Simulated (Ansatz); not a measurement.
Runs of Ansatz 0.2.0 on ZnSe (Stilleite). It takes space group F-43m (No. 216, cubic). Conventional cell: a = 5.668 Å, b = 5.668 Å, c = 5.668 Å, α = 90.00°, β = 90.00°, γ = 90.00°. Around Se (site symmetry -43m) lie 4 Zn at 2.45 Å. Zn (site symmetry -43m) has 4 Se at 2.45 Å as nearest neighbours. 

```csv
task,level,potentials or basis,spin,cell,k mesh,cutoff (eV),smearing,basis error allowed,gap on the mesh (eV),pressure (GPa)
single point,PBE,"all-electron LAPW, scalar-relativistic",off,as given,8 × 8 × 8,311,gaussian 0.05 eV,0.001 eV/atom,1.29,2.1
relaxation of cell and atoms,BLYP,"all-electron LAPW, scalar-relativistic",off,relaxed,8 × 8 × 8,-,fermi-dirac 0.05 eV,0.001 eV/atom,(a),0.0
single point,PBE,"all-electron LAPW, scalar-relativistic",off,as given,6 × 6 × 6,262,fermi-dirac 0.06 eV,0.004 eV/atom,1.29,2.2
single point,LDA,"all-electron LAPW, scalar-relativistic",off,as given,8 × 8 × 8,311,gaussian 0.1 eV,0.001 eV/atom,1.03,-3.4
band structure,PBEsol,"all-electron LAPW, relativistic spinors","SOC, no magnetisation",as given,6 × 6 × 6,311,fermi-dirac 0.05 eV,0.001 eV/atom,1.04,(b)
single point,PBE,"all-electron LAPW, scalar-relativistic",off,as given,8 × 8 × 8,311,gaussian 0.015 eV,0.001 eV/atom,1.29,2.1
Born charges and dielectric tensor,LDA,all-electron PAW datasets made for the crystal,off,as given,8 × 8 × 8,250,fixed,-,1.03,-
```

Q: Fill in the values left out.

A: (a) 0.86; (b) -1.1.

Caveats: the program warned that the printed levels may be off, so bands, gaps and densities of states are rough (some runs).

A k mesh can miss the band edges, and rows without SOC leave out spin-orbit coupling on Se.

The runs don't all hold the same shells in valence.
